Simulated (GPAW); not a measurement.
Runs of GPAW 26.7.0 on Ge. The structure is cubic, space group Pm-3m (No. 221). The conventional cell has a = 2.710 Å, b = 2.710 Å, c = 2.710 Å, α = 90.00°, β = 90.00°, γ = 90.00°. Ge (site symmetry m-3m) has 6 Ge at 2.71 Å as nearest neighbours. The cell was built by a generator and needn't be a form met in nature.

```tsv
task	level	potentials or basis	k mesh for the Wannier functions	dis froz max	extra bands	num iter	band path	gap on the mesh (eV)	pressure (GPa)
wannier90	r2SCAN	GPAW PAW data sets (gpaw-data 1.2.1), pw	6 × 6 × 6	3	4	0	GXMGRX,MR	none	-3.3
single point	PBE	GPAW PAW data sets (gpaw-data 1.2.1), pw	-	-	-	-	-	none	(a)
single point	TB-mBJ	GPAW PAW data sets for LDA (gpaw-data 1.2.1), pw	-	-	-	-	-	none	-
single point	TPSS	GPAW PAW data sets (gpaw-data 1.2.1), pw	-	-	-	-	-	none	-2.2
```

Alike in all rows: no spin polarisation; cell as given; k mesh 10 × 10 × 10; cutoff (eV) 600; smearing fermi-dirac 0.05 eV.

Task: Fill in the values left out.

Result: (a) -0.6.

Caveats: the PAW data sets were made with another functional, which shifts forces and pressure a little (some runs); the Wannier interpolation is poor (some runs); a model potential gives levels but no total energy (some runs).

A k mesh can miss the band edges, and the runs leave out spin-orbit coupling on Ge.

A gap of «none» marks a metal or a gap under the smearing width.

Not every run made on this cell is shown here.
